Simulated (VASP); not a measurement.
Set up this calculation in VASP 6.6.1, as the native input.

```
Task                   : band structure
Functional             : PBE
Potentials or basis    : VASP PAW PBE potentials, release 64 (Cd, Se)
Cutoff                 : 520 eV
k mesh                 : 9 × 9 × 4
Occupations            : gaussian, width 0.02 eV
Spin                   : no spin polarisation
Further INCAR settings : ALGO = Normal; EDIFF = 1e-06; NBANDS = 26
```

CdSe:

```
CELL_PARAMETERS angstrom
4.30000 0.00000 0.00000
-2.15000 3.72391 0.00000
0.00000 0.00000 7.02000
ATOMIC_POSITIONS crystal
Cd 0.33333 0.66667 0.00000
Cd 0.66667 0.33333 0.50000
Se 0.33333 0.66667 0.38500
Se 0.66667 0.33333 0.88500
```

The input as run:

POSCAR

```
CdSe
1.0
    4.3000000000      0.0000000000      0.0000000000
   -2.1500000000      3.7239092400      0.0000000000
    0.0000000000      0.0000000000      7.0200000000
Cd Se
2 2
Direct
    0.3333333300      0.6666666700      0.0000000000
    0.6666666700      0.3333333300      0.5000000000
    0.3333333300      0.6666666700      0.3850000000
    0.6666666700      0.3333333300      0.8850000000
```

INCAR.step1

```
SYSTEM = CdSe
PREC = Accurate ; ENCUT = 520
EDIFF = 1E-6 ; ISMEAR = 0
SIGMA = 0.02 ; LREAL = .False.
LASPH = .True. ; NELM = 80
ALGO = Normal ; ISIF = 2
LWAVE = .False. ; LCHARG = .True.
GGA = PE ; NBANDS = 26
```

KPOINTS.step1

```
regular mesh
0
Gamma
  9 9 4
  0 0 0
```

INCAR.step2

```
SYSTEM = CdSe
PREC = Accurate ; ENCUT = 520
EDIFF = 1E-6 ; ISMEAR = 0
SIGMA = 0.05 ; LREAL = .False.
LASPH = .True. ; NELM = 80
ALGO = Normal ; ISIF = 2
LWAVE = .False. ; LCHARG = .False.
GGA = PE ; NBANDS = 26
ICHARG = 11
```

KPOINTS.step2

```
path GMKGALHA,LM,KH
10
line-mode
reciprocal
 0.0000000000  0.0000000000  0.0000000000  G
 0.5000000000  0.0000000000  0.0000000000  M

 0.5000000000  0.0000000000  0.0000000000  M
 0.3333333333  0.3333333333  0.0000000000  K

 0.3333333333  0.3333333333  0.0000000000  K
 0.0000000000  0.0000000000  0.0000000000  G

 0.0000000000  0.0000000000  0.0000000000  G
 0.0000000000  0.0000000000  0.5000000000  A

 0.0000000000  0.0000000000  0.5000000000  A
 0.5000000000  0.0000000000  0.5000000000  L

 0.5000000000  0.0000000000  0.5000000000  L
 0.3333333333  0.3333333333  0.5000000000  H

 0.3333333333  0.3333333333  0.5000000000  H
 0.0000000000  0.0000000000  0.5000000000  A

 0.5000000000  0.0000000000  0.5000000000  L
 0.5000000000  0.0000000000  0.0000000000  M

 0.3333333333  0.3333333333  0.0000000000  K
 0.3333333333  0.3333333333  0.5000000000  H
```

Potentials or basis: VASP PAW PBE potentials, release 64 (Cd, Se).

Command:

```bash
$ cat potpaw_PBE.64/Cd/POTCAR potpaw_PBE.64/Se/POTCAR > POTCAR
$ cp INCAR.step1 INCAR
$ cp KPOINTS.step1 KPOINTS
$ mpirun -np 1 vasp_std > vasp.out
$ cp INCAR.step2 INCAR
$ cp KPOINTS.step2 KPOINTS
$ mpirun -np 1 vasp_std > vasp.out
```

Results of the run:

The band gap on the k mesh is 0.70 eV, direct and the band gap along the path is 0.70 eV, direct.

Caveat: the log is that of the step along the path at fixed density, whose energy, stress, charges and moments have no meaning.

It took 2.7 min on 1 thread of AMD EPYC 7R13 Processor (Zen 3), on a shared host, peak memory 0.33 GiB.
